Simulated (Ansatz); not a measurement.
SnO2:

```
Sn O
1.0
     1.61709    0.93363    4.80059
    -1.61709    0.93363    4.80059
     0.00000   -1.86726    4.80059
Sn O
1 2
Direct
  0.50000 0.50000 0.50000
  0.76283 0.76283 0.76283
  0.23717 0.23717 0.23717
```

Measurements of this composition are mostly on another form, of space group No. 136.

| Quantity | Value |
| --- | --- |
| Program | Ansatz 0.2.0 |
| Task | relaxation of cell and atoms |
| Functional | PBE0 |
| Potentials or basis | Ansatz PAW |
| Cutoff | 420 eV (not typed: the program's choice for these potentials) |
| k mesh | 6 × 6 × 6 |
| Occupations | fermi-dirac, width 0.05 eV |
| Spin | no spin polarisation |

At the start: volume 14.50 Å³/atom.

Q: Where does the relaxation end?

A: It ends after 11 steps and the volume is 13.89 Å³/atom (-4.2 %); space group R-3m (No. 166, to 0.05 Å).

Step by step:
```
step  energy change (eV)  largest force (eV/Å)  volume (Å³)
   1              0.0000                0.8944        43.49
   2             -0.0770                0.1025        42.30
   3             -0.0789                0.0335        41.94
   4             -0.0787                0.0018        42.10
   5             -0.0745                0.0018        42.10
   6             -0.0751                0.0002        41.97
   7             -0.0757                0.0001        41.83
   8             -0.0758                0.0001        41.79
   9             -0.0748                0.0002        41.79
  10             -0.0753                0.0000        41.66
  11             -0.0748                0.0002        41.66
```

Final structure:
```
CELL_PARAMETERS angstrom
1.59529 0.92104 4.72563
-1.59529 0.92104 4.72563
0.00000 -1.84208 4.72563
ATOMIC_POSITIONS crystal
Sn 0.50000 0.50000 0.50000
O 0.76457 0.76457 0.76457
O 0.23543 0.23543 0.23543
```

Caveat: the plane-wave basis is chosen anew once the cell has moved, so the energies of steps on either side of that aren't comparable; the pressure holds a Pulay correction of +0.6 GPa for the finite cutoff; the PAW data sets come from PBE, with cores solved anew for the run's functional, which leaves a small shift of forces and pressure.
